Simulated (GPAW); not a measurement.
PbS (Galena), 2 atoms in the cell. The structure is cubic, space group Fm-3m (No. 225). The conventional cell has a = 5.931 Å, b = 5.931 Å, c = 5.931 Å, α = 90.00°, β = 90.00°, γ = 90.00°. Pb (site symmetry m-3m) has 6 S at 2.97 Å as nearest neighbours. S (site symmetry m-3m) is surrounded by 6 Pb at 2.97 Å. 

| Item | Value |
| --- | --- |
| Program | GPAW 26.7.0 |
| Task | single point |
| Functional | YS-PBE0 |
| Potentials or basis | GPAW PAW data sets (gpaw-data 1.2.1) |
| Cutoff | 450 eV |
| Basis | pw |
| k mesh | 4 × 4 × 4 |
| Occupations | fermi-dirac, width 0.05 eV |
| Spin | no spin polarisation |
| Maxiter | 60 |

Potentials or basis: GPAW PAW data sets (gpaw-data 1.2.1), pw.

Run with:

```console
$ OMP_NUM_THREADS=1 python run.py
```

Hardware: 1 thread of Intel(R) Xeon(R) Platinum 8488C (Sapphire Rapids), with other jobs on the host.

Task: Estimate the wall time of this run.

Result: It took 38 min on 1 thread of Intel(R) Xeon(R) Platinum 8488C (Sapphire Rapids) (shared host), peak memory 0.37 GiB. Counts: scf iterations 14, plane waves 1158, bands 15, k points 8.
